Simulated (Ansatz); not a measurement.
# SnSe2: the cost of one run

Computed with Ansatz 0.2.0 (DFT PBE+D3(BJ), scalar-relativistic, plane waves, PAW, unless a step's input says otherwise).

## 1. Starting point

Symmetry: P-6m2, No. 187, hexagonal system. Conventional cell: a = 4.113 Å, b = 4.113 Å, c = 5.869 Å, α = 90.00°, β = 90.00°, γ = 120.00°. Sn (site symmetry -6m2) is surrounded by 6 Se at 2.91 Å. Around Se (site symmetry 3m) lie 1 Se at 2.49 Å and 3 Sn at 2.91 Å.

As a file:

```xyz
3
Lattice="4.1129 0.0000 0.0000 -2.0565 3.5619 0.0000 0.0000 0.0000 5.8693" Properties=species:S:1:pos:R:3 pbc="T T T"
Sn    0.0000    0.0000    2.9347
Se    0.0000    2.3746    1.2450
Se    0.0000    2.3746    4.6243
```

It is the end of an earlier relaxation with the same method, from a generated guess; it needn't be the stable form of this composition. At a tolerance of 0.02 Å it has space group P-6m2 (No. 187); it has 28.66 Å³/atom, an uncorrected energy of -0.21 eV/atom over the elements.

## 2. Bands, states and charges

input.yaml

```yaml
crystal:
  lattice:
    - [4.112901058, 0.0, 0.0]
    - [-2.056450529, 3.5618767995, 0.0]
    - [0.0, 0.0, 5.8693322466]
  atoms:
    - { symbol: Sn, position: [0.0, 0.0, 0.5] }
    - { symbol: Se, position: [0.3333333333, 0.6666666667, 0.2121273981] }
    - { symbol: Se, position: [0.3333333333, 0.6666666667, 0.7878726019] }
basis:
  ecutwfc: 420
kpoints:
  mp_grid: { grid: [12, 12, 6] }
  band_path:
    path:
      - [[0.0, 0.0, 0.0], [0.5, 0.0, 0.0], [0.33333333, 0.33333333, 0.0], [0.0, 0.0, 0.0], [0.0, 0.0, 0.5], [0.5, 0.0, 0.5], [0.33333333, 0.33333333, 0.5], [0.0, 0.0, 0.5]]
      - [[0.5, 0.0, 0.5], [0.5, 0.0, 0.0]]
      - [[0.33333333, 0.33333333, 0.5], [0.33333333, 0.33333333, 0.0]]
    npoints: 14
hamiltonian:
  xc: pbe
  dispersion: d3bj
scf:
  occupations: { method: gaussian, width: 0.02 }
  n_extra_bands: 7
output:
  forces: true
  stress: true
  eigenvalues: true
  populations: true
  dos: { projected: true, de: 0.02, nscf_kmesh: { grid: [18, 18, 9] } }
  bader: true
  write_density: true
  write_potential: true
  elf: true
  volumetric_format: npy
```

Launch:

```bash
> ansatz run input.yaml --threads 1 --pin off --max-ram 2048MiB --backend cpu --events-out ev --progress --plain --runs-dir out
```

**Question.** How long does this run take on 1 thread of Intel Xeon Platinum 8259CL at 2.50GHz (Skylake/Cascade Lake), shared host, and how much memory does it need?

About 85 s, with a peak of 0.61 GiB.
